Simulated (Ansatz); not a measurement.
## Bands of Cr

```yaml
crystal:
  lattice:
    - [2.48530, 0.00000, 0.00000]
    - [-1.24265, 2.15234, 0.00000]
    - [0.00000, 0.00000, 4.45564]
  atoms:
    - { symbol: Cr, position: [0.33333, 0.66667, 0.25000] }
    - { symbol: Cr, position: [0.66667, 0.33333, 0.75000] }
```

Atom numbers follow the list: Cr1, Cr2.

The cell was built from the hcp type and relaxed in the same program, and has space group P6_3/mmc; it needn't be a known or the stable phase.

These are results of DFT, PBE, all-electron LAPW, scalar-relativistic in Ansatz 0.2.0, not measurements.

Numerical set-up: a Γ-centred 17×17×9 k mesh, Fermi–Dirac smearing of 0.05 eV, basis error target 1 meV/atom, spin-polarised from start moments Cr1 3, Cr2 3 μB (the moments died away, and the run ended non-magnetic).

Points in fractions of the reciprocal vectors of this cell: Γ (0, 0, 0), M (0.5, 0, 0), K (0.333, 0.333, 0), A (0, 0, 0.5), L (0.5, 0, 0.5), H (0.333, 0.333, 0.5). The path joins them by straight lines in the order Γ–M–K–Γ–A–L–H–A–L; legs that retrace an earlier one aren't tabulated. Energies are in eV from the Fermi level.

Problem. Is there a gap?

Solution. none: bands cross the Fermi level, a metal.

Problem. List the levels between -20 and 1.5 eV at the symmetry points.

Solution. 
Γ: -7.61, -4.09, -1.23, -0.35 (×2), -0.31, -0.02 (×2), 1.09 (×2)
M: -3.64, -3.48, -3.40, -0.95, -0.61, -0.30, -0.13
K: -2.87, -2.12 (×2), -2.03, -1.06 (×2), 0.10
A: -5.67 (×2), -1.63 (×2), -0.32 (×4)
L: -3.93 (×2), -2.48 (×2), 0.95 (×2), 1.27 (×2)
H: -2.26 (×2), -2.23 (×2), -1.15 (×2), 0.34 (×2)
